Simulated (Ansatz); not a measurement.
`N#CO[SiH3]` + `OCCO` → `OCCO[SiH3]` + `N#CO`  (ligand exchange at the Si–O bond)

Gas-phase electronic energies from Ansatz, PBE0-D4/def2-TZVP geometries. CBS: MP2 limit from def2 TZ/QZ plus the TZ coupled-cluster correction, frozen cores. This one scheme is used for every species. Functionals use def2-TZVPP. Each species was taken in one conformer, which may not be the lowest.

```
             level  ΔE (kcal/mol)  difference from CCSD(T)/CBS
            PBE-D4            0.6                         -0.1
           ωB97X-V            0.6                         -0.1
              PBE0            0.9                          0.2
     HF/def2-TZVPP            1.0                          0.3
    MP2/def2-TZVPP            0.7                          0.0
SCS-MP2/def2-TZVPP            0.8                          0.1
    MP2/def2-QZVPP            0.8                          0.1
      HF/CBS(def2)            1.1                          0.4
     MP2/CBS(def2)            0.9                          0.2
    CCSD/CBS(def2)            0.7                          0.0
       CCSD(T)/CBS            0.7                            0
```

Largest T1 diagnostic among the species: 0.014.

CCSD(T)/CBS has its own doubt, a few kJ/mol and more with outer-core shells, so smaller differences from it don't rank the levels.
